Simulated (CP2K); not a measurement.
**CdTe under changes of volume**

One of the cells (32.922 Å³/atom); the others are scaled copies at fixed shape and fractional positions:

```
Te Cd
1.0
     4.53255    0.00000    0.00000
     2.26628    3.92531    0.00000
     2.26628    1.30844    3.70082
Te Cd
1 1
Direct
  0.75000 0.75000 0.75000
  0.00000 0.00000 0.00000
```

* Program: CP2K 2026.2
* Functional: PBE
* Potentials or basis: POTENTIAL_UZH Te GTH-PBE-q6, Cd GTH-PBE-q12; TZVP-MOLOPT-PBE-GTH basis
* Density cutoff: 6123 eV
* k mesh: 7 × 7 × 7
* Occupations: fermi-dirac, width 0.05 eV
* Spin: no spin polarisation

```csv
volume (Å³/atom),energy over the lowest point (meV/atom),pressure (GPa),gap on the mesh (eV)
30.947,124.33,8.9,1.07
31.605,?,?,?
32.263,63.11,6.1,0.94
32.922,40.69,4.9,0.88
33.580,23.01,3.8,0.82
34.239,9.59,2.8,0.76
34.897,0.00,1.9,0.70
```

**Question.** What does the run at 31.605 Å³/atom give?

**Answer.** Energy over the lowest point 90.79 meV/atom; pressure 7.4 GPa; gap on the mesh 1.00 eV.

Worked out: A Birch-Murnaghan fit of order 3 (a polynomial in V^(-2/3)) to the other rows has no minimum within the range. It gives 90.78 meV/atom at 31.605 Å³/atom, against the run's 90.79, and -dE/dV = 7.4 GPa, against 7.4. A straight line through the other rows of the gap, of slope -3.07 eV per unit of ln V (its deformation potential), gives 1.00 eV, against the run's 1.00.

Energies are extrapolated to zero smearing.

Caveats: spin-orbit coupling is left out, which moves the levels of the heavy elements; the basis of atomic orbitals isn't converged, which shifts pressures, moduli and gaps.
